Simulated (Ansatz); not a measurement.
## WSe2: a vibration from a frozen displacement

These are results of DFT r2SCAN, scalar-relativistic, plane waves, PAW in Ansatz, not measurements. Settings: plane waves to 500 eV, k-mesh 12×12×1 (Γ-centred), Gaussian smearing 0.05 eV. Spin–orbit coupling is left out, which matters for the heavy elements here. No spin polarisation. Energies are free energies at this smearing, counted from the undisturbed cell; pressure is positive in compression.

Reference structure (relaxed at this level; this form isn't the usual structure):

```
W Se
1.0
     3.31442    0.00000    0.00000
    -1.65721    2.87038    0.00000
     0.00000    0.00000   29.80009
W Se
3 6
Direct
  0.66667 0.33333 0.00000
  0.33333 0.66667 0.76994
  0.33333 0.66667 0.23006
  0.33333 0.66667 0.05577
  0.66667 0.33333 0.82572
  0.66667 0.33333 0.28580
  0.33333 0.66667 0.94423
  0.66667 0.33333 0.71420
  0.66667 0.33333 0.17428
```

The cell holds layers and no dispersion correction was added, so their binding is poorly described.

Every W atom is moved by x along the Cartesian unit vector (0.000, -0.755, 0.656); the cell and all other atoms stay fixed. The cell's volume is 283.51 Å³; the moved atoms weigh 551.520 u together and the others 473.826 u.

```csv
x (Å),ΔE (meV/cell),total force on the moved atoms along the move (eV/Å),pressure (GPa)
-0.1000,354.42,7.1143,0.4494
-0.0500,88.35,3.5378,0.1164
0.0000,0.00,0.0000,0.0061
0.0750,198.44,-5.2949,0.2528
```

Q: What frequency belongs to this motion?

A: The force constant is k = −dF/dx = 70.693 eV/Å², from the parabola through x = -0.0500, 0 and 0.0750. In every cell the moved atoms swing against the rest, so the mass is μ = m₁m₂/(m₁ + m₂) = 254.865 u, and ν̃ = 521.5 cm⁻¹ × √(|k|/μ) = 275 cm⁻¹. The pattern needn't be a normal mode: ν̃² is then a weighted mean of the squared nonzero frequencies at the zone centre of this cell, taken without macroscopic field, so it lies between the lowest and the highest of them.

Q: How far does the harmonic law reach?

A: At x = -0.100 Å, kx²/2 = 353.47 meV against the computed 354.42 meV (+0.3 %): the well is still close to harmonic there.